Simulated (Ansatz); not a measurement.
# Na (Im-3m) in Ansatz: settings compared

One crystal, Na, is run at these levels: PBE, PBE+D3(BJ), PBE+D3(BJ)-ATM, PBE+D4; tasks: relaxation of cell and atoms.

Program: Ansatz 0.2.0. These are calculated values, not measurements. Logs are shortened: lines on timing, memory, paths and dates and some standing lists are left out, and cuts for length are marked.

## 1. The crystal as given

It takes space group Im-3m (No. 229, cubic). Conventional cell: a = 4.282 Å, b = 4.282 Å, c = 4.282 Å, α = 90.00°, β = 90.00°, γ = 90.00°. Around Na (site symmetry m-3m) lie 8 Na at 3.71 Å.

## 2. Relaxation of cell and atoms, PBE

input.yaml

```yaml
crystal:
  lattice:
    - [-2.141, 2.141, 2.141]
    - [2.141, -2.141, 2.141]
    - [2.141, 2.141, -2.141]
  atoms:
    - { symbol: Na, position: [0.0, 0.0, 0.0] }
hamiltonian:
  xc: pbe
  pseudopotentials: { kind: paw }
kpoints:
  mp_grid: { grid: [9, 9, 9] }
scf:
  occupations: { method: fermi_dirac, width: 0.05 }
output:
  forces: true
  stress: true
  eigenvalues: true
relax:
  f_tol: 0.01
  max_steps: 40
  cell: { stress_tol: 0.05 }
```

Potentials or basis: Ansatz PAW.

Launch:

```console
$ ansatz run input.yaml --threads 2 --pin off --max-ram 5632MiB --backend cpu --events-out ev --progress --plain --runs-dir out
```

Log:

```text
Warning: RAYON_NUM_THREADS=2 ignored (pool sized by the plan → 2); use --threads N
Engine: ansatz 0.2.0, x86_64-unknown-linux-gnu
Pseudopotentials: kind: paw
Pseudopotential: Na, paw, valence charge 9, recommended cutoff 420 eV (normal), Na.paw.azcp
Functional definition: PBE
  parameter kappa = 0.804
  parameter beta = 0.06672455060314922
  exchange = pbe_x(kappa = kappa, mu = beta*pi^2/3)
  correlation = pbe_c(beta = beta)
Crystal: 1 atoms, lattice volume = 39.256 Å³
Basis set: ecut = 420 eV, 767 PW (Γ), exchange–correlation on 50×50×50 points (8 copies of the dense FFT grid, shifted against one another)
Bands: 9, of which v1, the nominal top of the filled ones, is band 5 counted from 1 (4 counted from 0)
Symmetry: 48 space group operations
Space group: Im-3m (ITA 229), of the structure as read, at distance tolerance 3.4e-5 Å
k-points: 35 of 729
Non-local potential: Na, projectors of the file, l = 0: 3, l = 1: 2, l = 2: 1
PAW form: soft (Blöchl's): semilocal exchange-correlation on the pseudo side does not see the compensation charge
PAW one-centre angular grid: Na, 110 points (default); XC on 64 Gauss nodes
Initial density: superposition of atomic densities (neutral atoms: chi_scale 0, normalization atom), corrected by the library's trained network
Initial wavefunctions: pseudopotential atomic-orbital guess
Functional: x = pbe(κ = 0.804, μ = 0.2195149727645171), c = pbe(β = 0.06672455060314922)
SCF iter   1: F=—  HF=-1486.419635 eV  |F-HF|=—  |Δ(HF+E_count)|=         —  Δρ=4.72e-4  dr2=4.15e-5  ethr=1.77e-3  ⟨swp⟩=5.1  Hψ=2042  notcnv=0
preconditioner: auto → none  [insulator: Δε(μ)=0.192 eV  Ē_g=7.591 eV  σ=0.050 eV  W_gap=0.74  n_scr=12 (ndim 8)  ℏωp=5.9 eV  f_vac=0.000  D(μ)=0.38/eV (n_scr^D=0)  ε∞_Penn≈1.6]
SCF iter   2: F=—  HF=-1486.419503 eV  |F-HF|=—  |Δ(HF+E_count)|=   1.32e-4  Δρ=1.50e-4  dr2=4.30e-6  ethr=4.61e-7  ⟨swp⟩=2.1  Hψ=772  notcnv=0
SCF iter   3: F=—  HF=-1486.419520 eV  |F-HF|=—  |Δ(HF+E_count)|=   1.66e-5  Δρ=4.74e-5  dr2=5.82e-7  ethr=4.77e-8  ⟨swp⟩=2.0  Hψ=429  notcnv=0
iter 4 did not close the SCF: its close was put off for the readings that it lacked (scf_convergence_deferred on its scf_iter line)
SCF iter   4: F=-1486.419525 eV  HF=-1486.419525 eV  |F-HF|=8.15e-8  |Δ(HF+E_count)|=   5.07e-6  Δρ=1.88e-5  dr2=5.40e-8  ethr=6.47e-9  ⟨swp⟩=2.0  Hψ=469  notcnv=0
iter 5 did not close the SCF: its close was put off for the readings that it lacked (scf_convergence_deferred on its scf_iter line)
SCF iter   5: F=-1486.419525 eV  HF=-1486.419525 eV  |F-HF|=2.75e-9  |Δ(HF+E_count)|=   4.60e-8  Δρ=3.61e-6  dr2=1.83e-9  ethr=6.00e-10  ⟨swp⟩=2.0  Hψ=448  notcnv=0
SCF iter   6: F=-1486.419525 eV  HF=-1486.419525 eV  |F-HF|=1.21e-11  |Δ(HF+E_count)|=   1.58e-9  Δρ=2.48e-7  dr2=9.20e-12  ethr=2.03e-11  ⟨swp⟩=2.0  Hψ=1009  notcnv=0
SCF 1 converged in 6 iterations: F = -1486.419525 eV  dr2 = 9.20e-12
relax step   1: F+E_penalty+E_count = -1486.41952469 eV  Δ(F+E_penalty+E_count) = +0.000e0 eV  max|allowed force component| = 0.000e0 eV/Å  Δτ_max = 0.0000 Å  P = -0.432 GPa  Ω = 39.256 Å³  (6 SCF iters, dr2 threshold 1.00e-7 eV, accepted)
Crystal: 1 atoms, lattice volume = 38.844 Å³
[... 18 lines left out ...]
relax step   3: F+E_penalty+E_count = -1486.42289974 eV  Δ(F+E_penalty+E_count) = -2.345e-3 eV  max|allowed force component| = 0.000e0 eV/Å  Δτ_max = 0.0000 Å  P = +0.037 GPa  Ω = 36.702 Å³  energy of the carried Pulay correction = +2.769e-5 eV  (4 SCF iters, dr2 threshold 1.00e-7 eV, accepted)
Initial wavefunctions: pseudopotential atomic-orbital guess (no wavefunctions were taken with the density)
iter 1 solved again at ethr=4.17e-8 eV; its pass at ethr=3.10e-3 eV (dr2=3.75e-6 eV) is discarded
SCF iter   1: F=—  HF=-1486.422838 eV  |F-HF|=—  |Δ(HF+E_count)|=         —  Δρ=3.63e-5  dr2=6.88e-8  ethr=4.17e-8  ⟨swp⟩=3.4  Hψ=2963  notcnv=0
SCF iter   2: F=—  HF=-1486.422837 eV  |F-HF|=—  |Δ(HF+E_count)|=   8.49e-7  Δρ=1.58e-5  dr2=1.13e-8  ethr=7.65e-10  ⟨swp⟩=2.0  Hψ=422  notcnv=0
SCF iter   3: F=—  HF=-1486.422837 eV  |F-HF|=—  |Δ(HF+E_count)|=   2.22e-8  Δρ=4.03e-6  dr2=7.28e-10  ethr=1.25e-10  ⟨swp⟩=1.5  Hψ=335  notcnv=0
SCF iter   4: F=-1486.422837 eV  HF=-1486.422837 eV  |F-HF|=6.82e-13  |Δ(HF+E_count)|=   1.66e-9  Δρ=7.31e-8  dr2=6.87e-13  ethr=1.00e-12  ⟨swp⟩=3.8  Hψ=1280  notcnv=0
SCF 4 converged in 4 iterations: F = -1486.422837 eV  dr2 = 6.87e-13
relax step   4: F+E_penalty+E_count = -1486.42283685 eV  Δ(F+E_penalty+E_count) = +6.289e-5 eV  max|allowed force component| = 0.000e0 eV/Å  Δτ_max = 0.0000 Å  P = +0.041 GPa  Ω = 36.702 Å³  stress off target by 4.13e-2 GPa  SCF on the basis re-selected at this cell (its energy is not comparable with the rows above)  (4 SCF iters)
basis re-selected at this cell: Δ(F+E_penalty+E_count) = +6.289e-5 eV, ΔP = +0.004 GPa vs the last step (what re-selecting the basis moved, of the pressure what is left beyond the Pulay correction that the steps carried, after the strain that the cell walked since its last selection, with what the two solves' SCF thresholds leave and, on support functions, any second-order correction that the steps lacked; it is no measure of the basis error at this ecutwfc). This SCF's stress stands 4.13e-2 GPa from its target on what of the cell is left free (relax.cell.stress_tol is 5.00e-2 GPa) and its largest allowed force component is 0.00e0 eV/Å (relax.f_tol is 1.00e-2 eV/Å): within both
SCF converged after 4 iterations
Free energy (F): -1486.422837 eV
Harris-Foulkes:  -1486.422837 eV  (|F-HF|=6.82e-13)
Internal energy: -1486.419660 eV  (E = F + TS)
E sigma→0 (E₀):  -1486.421248 eV
Entropy (-TS):   -0.003177 eV (-3.177 meV/atom)
Fermi energy:    1.768601 eV
--- Per-component energies (eV) ---
  E_band       = -240.683359
  E_kinetic    = 120.180525
  E_local      = -1439.833520  (includes V_loc(G=0)·N_el)
  E_nonlocal   = 115.113918
  E_hartree    = 526.534271
  E_xc         = -38.366935
  E_vxc        = -49.296772  (∫ρ·V_xc dr)
  E_paw        = -263.162986  (= ΣΔE_a)
  E_vpaw       = -39.915994  (= ΣTr[D̂ρ^β])
  E_aug_tail   = -0.000033  (compensation charges beyond the density's cutoff)
  E_ewald      = -506.884900
  E_smearing   = -0.003177  (= −TS)
  E_closure    = 0.000000  (closes the sum)
  Σ components = -1486.422837   (vs F -1486.422837, Δ=0.00e0)
--- Forces (eV/Å), atoms counted from 1 ---
  atom   1  Na     0.00000000    -0.00000000     0.00000000
  max |Σ_I F_I| component: 2.31e-32 eV/Å
--- Stress (GPa, compression-positive) ---
        0.041256      -0.000000       0.000000
        0.000000       0.041256      -0.000000
       -0.000000      -0.000000       0.041256
  P = ⅓ Tr σ = 0.0413 GPa (0.413 kbar)
--- Band table (eV; the first three rows and the last of 35) ---
  k-point 0: bands = ["-51.2071", "-23.1106", "-23.1106", "-23.1106", "-1.5127", "13.5788", "13.5788", "13.5788", "14.5850"]
  k-point 1: bands = ["-51.2068", "-23.1150", "-23.1121", "-23.1106", "-1.2942", "11.3383", "12.5157", "12.8941", "13.3779"]
  k-point 2: bands = ["-51.2062", "-23.1260", "-23.1158", "-23.1106", "-0.6442", "8.4991", "11.3206", "11.9971", "12.2632"]
  k-point 34: bands = ["-51.2034", "-23.1372", "-23.1365", "-23.1365", "5.0224", "6.4254", "6.8027", "6.8027", "7.7639"]
--- Relaxed structure (3 steps of the walk, 3 accepted, 1 SCFs on fresh bases) ---
  F+E_penalty+E_count = -1486.42283685 eV   max|allowed force component| = 0.000e0 eV/Å   (the final SCF, on the basis selected at the relaxed cell)
  cell:  # Å, volume = 36.7022 Å³
    - [-2.0935213250114644, 2.0935213250114644, 2.0935213250114644]
    - [2.0935213250114644, -2.0935213250114644, 2.0935213250114644]
    - [2.0935213250114644, 2.0935213250114644, -2.0935213250114644]
  atoms:
    - { symbol: Na, position: [0.0, 0.0, 0.0] }
```

Wall time 0.64 s (2 threads of AMD EPYC 9R45 (Zen 5), shared host); peak memory 0.35 GiB.

What came out:

| Quantity | Value |
| --- | --- |
| Free energy | -1486.4228 eV |
| Relaxed volume | 36.70 Å³/atom |
| Relaxed cell | a = 3.626 Å, b = 3.626 Å, c = 3.626 Å, α = 109.47°, β = 109.47°, γ = 109.47° |
| Space group after relaxing (to 0.05 Å) | Im-3m (No. 229) |
| Energy gained by relaxing | 3.3 meV/atom |
| Ionic steps | 4 |
| Pressure after relaxing | 0.0 GPa |
| Band gap on the k mesh | none (metal or under the smearing width) |

Step by step:
```csv
step,energy change (eV),largest force (eV/Å),volume (Å³)
1,0.0000,0.0000,39.26
2,-0.0010,0.0000,38.84
3,-0.0034,0.0000,36.70
4,-0.0033,0.0000,36.70
```

Final structure:
```xyz
1
Lattice="-2.0935 2.0935 2.0935 2.0935 -2.0935 2.0935 2.0935 2.0935 -2.0935" Properties=species:S:1:pos:R:3 pbc="T T T"
Na    0.0000    0.0000    0.0000
```

Caveat: the plane-wave basis is chosen anew once the cell has moved, so the energies of steps on either side of that aren't comparable.

## 3. Relaxation of cell and atoms, PBE+D3(BJ)

input.yaml, as its differences from that of step 2:

```diff
@@ -10,2 +10,3 @@
   pseudopotentials: { kind: paw }
+  dispersion: d3bj
 kpoints:
@@ -18,2 +19,6 @@
   eigenvalues: true
+  write_density: true
+  write_potential: true
+  elf: true
+  volumetric_format: npy
 relax:
```

Potentials or basis: Ansatz PAW.

Launch:

```console
$ ansatz run input.yaml --threads 2 --pin off --max-ram 5632MiB --backend cpu --events-out ev --progress --plain --runs-dir out
```

Wall time 0.82 s (2 threads of AMD EPYC 9R45 (Zen 5), shared host); peak memory 0.35 GiB.

It converged, with:

| Quantity | Value |
| --- | --- |
| Free energy | -1486.5842 eV |
| Relaxed volume | 34.06 Å³/atom |
| Relaxed cell | a = 3.537 Å, b = 3.537 Å, c = 3.537 Å, α = 109.47°, β = 109.47°, γ = 109.47° |
| Space group after relaxing (to 0.05 Å) | Im-3m (No. 229) |
| Energy gained by relaxing | 18.7 meV/atom |
| Ionic steps | 5 |
| Pressure after relaxing | 0.0 GPa |
| Band gap on the k mesh | none (metal or under the smearing width) |

Step by step:
```
step  energy change (eV)  largest force (eV/Å)  volume (Å³)
   1              0.0000                0.0000        39.26
   2             -0.0056                0.0000        38.30
   3             -0.0181                0.0000        32.92
   4             -0.0189                0.0000        34.06
   5             -0.0187                0.0000        34.06
```

Final structure:
```
CELL_PARAMETERS angstrom
-2.04203 2.04203 2.04203
2.04203 -2.04203 2.04203
2.04203 2.04203 -2.04203
ATOMIC_POSITIONS crystal
Na 0.00000 0.00000 0.00000
```

Levels at points of the mesh, in eV from the Fermi level:
```tsv
k point	band 2	band 3	band 4	band 5	band 6	band 7
(0.00, 0.00, 0.00)	-24.82	-24.82	-24.82	-3.44	12.31	12.31
```

Caveat: the plane-wave basis is chosen anew once the cell has moved, so the energies of steps on either side of that aren't comparable; pairwise dispersion overbinds metals, which lowers pressure and volume.

(Continued in part 2 of 2.)
